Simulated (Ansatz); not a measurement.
Here is an Ansatz 0.2.0 calculation.

input.yaml

```yaml
crystal:
  lattice:
    - [2.94277066, 0.0, 0.0]
    - [0.0, 3.28032554, 0.0]
    - [0.0, 0.0, 4.67744676]
  atoms:
    - { symbol: Ni, position: [0.5, 0.5, 0.34249559], spin: 1.0 }
    - { symbol: Ni, position: [0.0, 0.0, 0.65750441], spin: 1.0 }
    - { symbol: Si, position: [0.5, 0.5, 0.84314316] }
    - { symbol: Si, position: [0.0, 0.0, 0.15685684] }
kpoints:
  mp_grid: { grid: [9, 8, 6] }
  band_path:
    path:
      - [0.0, 0.0, 0.0]
      - [0.5, 0.0, 0.0]
      - [0.5, 0.5, 0.0]
      - [0.0, 0.5, 0.0]
      - [0.0, 0.0, 0.0]
      - [0.0, 0.0, 0.5]
      - [0.5, 0.0, 0.5]
      - [0.5, 0.5, 0.5]
    npoints: 6
scf:
  occupations: { method: fermi_dirac, width: 0.05 }
hamiltonian:
  xc: pbesol
  pseudopotentials:
    kind: all_electron
    lapw: { basis_error: 0.002 }
    dirac_shells: { Ni: ["2p"], Si: ["2p"] }
magnetization:
  spin_polarized: true
output:
  forces: true
  stress: true
  eigenvalues: true
```

Potentials or basis: all-electron LAPW, inner shells corrected to Dirac's equation.

Launch:

```console
$ ansatz run input.yaml --threads 4 --pin off --max-ram 12288MiB --backend cpu --events-out ev --progress --plain --runs-dir out
```

(1) Estimate the net moment.

(2) What does it give for the absolute moment?

(3) What does it give for the pressure?

Answers

(1) 0.00 μB per cell.

(2) 0.00 μB per cell.

(3) 0.2 GPa.

Caveat: the starting moments weren't kept.
